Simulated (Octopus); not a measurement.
The system is In.

```
In
1.0
     3.33548    0.00000    0.00000
    -1.66774    2.88861    0.00000
     0.00000    0.00000    5.50914
In
2
Direct
  0.66667 0.33333 0.75000
  0.33333 0.66667 0.25000
```

This isn't the form of In at room conditions, which is tetragonal.

| Item | Value |
| --- | --- |
| Program | Octopus 16.4 |
| Task | single point |
| Functional | PBEsol |
| Potentials or basis | pseudodojo_pbesol (PseudoDojo 0.4, PBEsol) |
| Grid spacing | 0.133 × 0.133 × 0.134 Å |
| k mesh | 9 × 9 × 5 |
| Occupations | fermi-dirac, width 0.05 eV |
| Spin | no spin polarisation |

On this cell: largest force under 0.003 eV/Å; band gap on the k mesh none (metal or under the smearing width).

The same run follows on a disturbed copy (atoms moved at random, drawn with an rms of 0.05 Å):

```xyz
2
Lattice="3.3355 0.0000 0.0000 -1.6677 2.8886 0.0000 0.0000 0.0000 5.5091" Properties=species:S:1:pos:R:3 pbc="T T T"
In    1.6746    0.9703    4.1266
In   -0.0658    1.9649    1.4118
```

Task: What changes?

Result: The energy (extrapolated to zero smearing) moves by +1.6 meV/atom; largest force 0.101 eV/Å; band gap on the k mesh none (metal or under the smearing width).

Forces in eV/Å, atoms in the order of the input:
```
In  -0.013  0.005  0.100
In   0.013 -0.005 -0.100
```
